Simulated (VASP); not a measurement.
# Se (Pm-3m) in VASP: further runs

Runs on Se. Level: PBE. Tasks: single point.

Everything below comes from runs of VASP 6.6.1. Logs are shortened: lines on timing, memory, paths and dates and some standing lists are left out, and cuts for length are marked.

## 1. The structure

It takes space group Pm-3m (No. 221, cubic). The conventional cell has a = 2.811 Å, b = 2.811 Å, c = 2.811 Å, α = 90.00°, β = 90.00°, γ = 90.00°. Se (site symmetry m-3m) is surrounded by 6 Se at 2.81 Å.

This isn't the form of Se at room conditions, which is trigonal, of chains.

## 2. Single point, PBE

INCAR

```
ADDGRID = F
ALGO = Normal
EDIFF = 1E-6
ENCUT = 220
GGA = PE
ISIF = 2
ISMEAR = 0
LASPH = T
LCHARG = F
LREAL = F
LWAVE = F
NELM = 100
PREC = Accurate
SIGMA = 0.05
```

KPOINTS

```
k-points
0
Gamma
  6 6 6
```

POSCAR

```
Se
1.0
    2.8105630200      0.0000000000      0.0000000000
    0.0000000000      2.8105630200      0.0000000000
    0.0000000000      0.0000000000      2.8105630200
Se
1
Direct
    0.0000000000      0.0000000000      0.0000000000
```

Potentials or basis: VASP PAW PBE potentials, release 64 (Se).

On the command line:

```console
> cat potpaw_PBE.64/Se/POTCAR > POTCAR
> mpirun -np 1 vasp_std > vasp.out
```

OUTCAR:

```text
EDIFF = 1E-6
   ENCUT = 220
   GGA = PE
   ISIF = 2
   ISMEAR = 0
   LASPH = T
   LREAL = F
   NELM = 100
   PREC = Accurate

 Found     20 irreducible k-points:

 Following reciprocal coordinates:
            Coordinates               Weight
  0.000000  0.000000  0.000000      1.000000
  0.166667  0.000000  0.000000      6.000000
  0.333333  0.000000  0.000000      6.000000
  0.500000  0.000000  0.000000      3.000000
  0.166667  0.166667  0.000000     12.000000
  0.333333  0.166667  0.000000     24.000000
   k-points           NKPTS =     20   k-points in BZ     NKDIM =     20   number of bands    NBANDS=      7
   number of dos      NEDOS =    301   number of ions     NIONS =      1
   total plane-waves  NPLWV =   2744
   dimension x,y,z NGX =    14 NGY =   14 NGZ =   14
   dimension x,y,z NGXF=    28 NGYF=   28 NGZF=   28
   ions per type =               1
   NGX,Y,Z   is equivalent  to a cutoff of   8.28,  8.28,  8.28 a.u.
   NGXF,Y,Z  is equivalent  to a cutoff of  16.56, 16.56, 16.56 a.u.
 SYSTEM =  unknown system
   PREC   = accura    normal or accurate (medium, high low for compatibility)
   ISTART =      0    job   : 0-new  1-cont  2-samecut
   ICHARG =      2    charge: 1-file 2-atom 10-const
   ISPIN  =      1    spin polarized calculation?
   LNONCOLLINEAR =      F non collinear calculations
   LSORBIT =      F    spin-orbit coupling
   LASPH  =      T    aspherical Exc in radial PAW
   ENCUT  =  220.0 eV  16.17 Ry    4.02 a.u.   3.40  3.40  3.40*2*pi/ulx,y,z
   NELM   =    100;   NELMIN=  2; NELMDL= -5     # of ELM steps
   EDIFF  = 0.1E-05   stopping-criterion for ELM
   LREAL  =      F    real-space projection
   EDIFFG = 0.1E-04   stopping-criterion for IOM
   NSW    =      0    number of steps for IOM
   IBRION =     -1    ionic relax: 0-MD 1-quasi-New 2-CG
   NFREE  =      0    steps in history (QN), initial steepest desc. (CG)
   ISIF   =      2    stress and relaxation
   ISYM   =      2    0-nonsym 1-usesym 2-fastsym
   POTIM  = 0.5000    time-step for ionic-motion
   TEBEG  =    0.0;   TEEND  =   0.0 temperature during run
   PSTRESS=    0.0 pullay stress
   NELECT =       6.0000    total number of electrons
   NUPDOWN=      -1.0000    fix difference up-down
   EMIN   =  10.00;   EMAX   =-10.00  energy-range for DOS
   EFERMI =   0.00;   METHOD = LEGACY
   ISMEAR =     0;   SIGMA  =   0.05  broadening in eV -4-tet -1-fermi 0-gaus
   EFERMI_NEDOS =   21; number of points for ismear=-14 and -15
   IALGO  =     38    algorithm
   IMIX   =      4    mixing-type and parameters
     AMIX     =   0.40;   BMIX     =  1.00
     AMIX_MAG =   1.60;   BMIX_MAG =  1.00
  volume/ion in A,a.u.               =      22.20       149.82
  Fermi-wavevector in a.u.,A,eV,Ry     =   1.058438  2.000157 15.242472  1.120290
  Thomas-Fermi vector in A             =   2.193747
   LORBIT       =      0    0 simple, 1 ext, 2 COOP (PROOUT), +10 PAW based schemes
   GGA     = PE    functional components
   LHFCALC =     F    Hartree Fock is set to
   AEXX    =    0.0000 exact exchange contribution
   IVDW    =     0    specifies the selected vdW correction
   LEPSILON=     F    determine dielectric tensor
   LRPA    =     F    only Hartree local field effects (RPA)
 non-spin polarized calculation
 Gauss-broadening in eV      SIGMA  =   0.05
  energy-cutoff  :      220.00
  volume of cell :       22.20
 maximum number of plane-waves:       174
 NGX is ok and might be reduce to    14
   NGX =  7   NGY =  7   NGZ =  7

 number of electron       6.0000012 magnetization

 Free energy of the ion-electron system (eV)
  ---------------------------------------------------
  ext. energy  EPLUGINS =         0.00000000
  ---------------------------------------------------
  free energy    TOTEN  =        -3.16631249 eV

  energy without entropy =       -3.16381550  energy(sigma->0) =       -3.16506399

 E-fermi :   4.9059     XC(G=0): -10.0030

 val. band max:        4.7176356870   @ k =   0.3333   0.1667   0.1667
 cond. band min:       4.9297234577   @ k =   0.3333   0.1667   0.1667
 fundamental gap:      0.2120877707
 Fermi energy:         4.9058754719

 k-point     1 :       0.0000    0.0000    0.0000
  band No.  band energies     occupation
      1     -11.2964      2.00000
      2       6.3192      0.00000
      3       6.3192      0.00000
      4       6.3192      0.00000
      5      12.6501      0.00000
      6      12.6501      0.00000
      7      12.8674      0.00000

 k-point     2 :       0.1667    0.0000    0.0000
  band No.  band energies     occupation
      1     -10.9022      2.00000
      2       3.2604      2.00000
      3       6.6255      0.00000
      4       6.6255      0.00000
      5      13.0467      0.00000
      6      13.2767      0.00000
      7      16.5621      0.00000

 k-point     3 :       0.3333    0.0000    0.0000
  band No.  band energies     occupation
      1      -9.8918      2.00000
      2      -0.4980      2.00000
      3       7.3444      0.00000
      4       7.3444      0.00000
      5      14.0851      0.00000
      6      14.6974      0.00000
      7      19.6373      0.00000

 k-point     4 :       0.5000    0.0000    0.0000
  band No.  band energies     occupation
      1      -9.1719      2.00000
      2      -2.1904      2.00000
      3       7.7763      0.00000
      4       7.7763      0.00000
      5      14.8427      0.00000
      6      16.5951      0.00000
      7      17.5208      0.00000

 k-point     5 :       0.1667    0.1667    0.0000
  band No.  band energies     occupation
      1     -10.5085      2.00000
      2       3.5766      2.00000
      3       3.6532      2.00000
      4       6.9299      0.00000
      5      13.5843      0.00000
      6      16.2968      0.00000
      7      17.1211      0.00000

 k-point     6 :       0.3333    0.1667    0.0000
  band No.  band energies     occupation
      1      -9.4994      2.00000
      2      -0.1241      2.00000
      3       4.4833      2.00000
      4       7.6356      0.00000
      5      14.2913      0.00000
      6      15.2745      0.00000
      7      18.7002      0.00000

 [... further k-points ...]
[... 5 lines left out ...]
  --------------------------------------------------------------------------------------
  -------------------------------------------------------------------------------------
  Total        0.0699041      0.0699041      0.0699041      0.0000000      0.0000000     -0.0000000
  in kB        5.0446749      5.0446749      5.0446749      0.0000000      0.0000000     -0.0000000
  external PRESSURE =       5.0446749 kB  Pullay stress =       0.0000000 kB

 VOLUME and BASIS-vectors are now :
 -----------------------------------------------------------------------------
  energy-cutoff  :      220.00
  volume of cell :       22.20
      direct lattice vectors                 reciprocal lattice vectors
     2.810563020  0.000000000  0.000000000     0.355800597  0.000000000  0.000000000
     0.000000000  2.810563020  0.000000000     0.000000000  0.355800597  0.000000000
     0.000000000  0.000000000  2.810563020     0.000000000  0.000000000  0.355800597

 POSITION                                       TOTAL-FORCE (eV/Angst)
 -----------------------------------------------------------------------------------
      0.00000      0.00000      0.00000         0.000000      0.000000      0.000000
 -----------------------------------------------------------------------------------
    total drift:                                0.000000      0.000000      0.000000

  FREE ENERGIE OF THE ION-ELECTRON SYSTEM (eV)
  ---------------------------------------------------
  free  energy   TOTEN  =        -3.1663124896 eV

  energy  without entropy=       -3.1638154958  energy(sigma->0) =       -3.16506399
```

Run time: 1.1 s. Hardware: 1 thread of Intel Xeon 6975P-C (Granite Rapids), shared host; peak memory 0.1 GiB.

These settings aren't checked as converged: the numbers below hold their error.

Results:

* Free energy: -3.1663 eV
* Band gap on the k mesh: none (metal or under the smearing width)

Caveat: the k mesh is coarse (spacing up to 0.37 Å⁻¹), so the values aren't converged; the cutoff is under 1.25 times the usual one of these potentials, so pressure, stress and relaxed cells hold a basis-set (Pulay) error.

## 3. Single point, PBE

INCAR: that of step 2 with these lines changed.

```diff
@@ -3,3 +3,3 @@
 EDIFF = 1E-6
-ENCUT = 220
+ENCUT = 340
 GGA = PE
```

KPOINTS

```
k-points
0
Gamma
  5 5 5
```

POSCAR is that of step 2.

Potentials or basis: VASP PAW PBE potentials, release 64 (Se).

On the command line:

```console
> cat potpaw_PBE.64/Se/POTCAR > POTCAR
> mpirun -np 1 vasp_std > vasp.out
```

It took 1.2 s on 1 thread of Intel Xeon 6975P-C (Granite Rapids), shared host; peak memory 0.11 GiB.

These settings aren't checked as converged: the numbers below hold their error.

What came out:

```
Free energy            : -3.1147 eV
Pressure               : 0.1 GPa
Band gap on the k mesh : none (metal or under the smearing width)
```

Caveat: the k mesh is coarse (spacing up to 0.45 Å⁻¹), so the values aren't converged.

## 4. Single point, PBE

INCAR: that of step 3 with these lines changed.

```diff
@@ -3,3 +3,3 @@
 EDIFF = 1E-6
-ENCUT = 340
+ENCUT = 400
 GGA = PE
```

KPOINTS is that of step 3.

POSCAR is that of step 3.

On the command line:

```console
> cat potpaw_PBE.64/Se/POTCAR > POTCAR
> mpirun -np 1 vasp_std > vasp.out
```

Wall time 1.3 s (1 thread of Intel Xeon 6975P-C (Granite Rapids), shared host); peak memory 0.11 GiB.

These settings aren't checked as converged: the numbers below hold their error.

Results:

| Quantity | Value |
| --- | --- |
| Free energy | -3.1146 eV |
| Pressure | 0.1 GPa |
| Band gap on the k mesh | none (metal or under the smearing width) |

Caveat: the k mesh is coarse (spacing up to 0.45 Å⁻¹), so the values aren't converged.

## 5. For comparison

An earlier run on the cell as given: functional PBE; potentials or basis VASP PAW PBE potentials, release 64 (Se); cutoff 520 eV; k mesh 9 × 9 × 9; occupations fermi-dirac, width 0.05 eV; no spin polarisation.

- Pressure: 2.0 GPa
- Band gap on the k mesh: none (metal or under the smearing width)
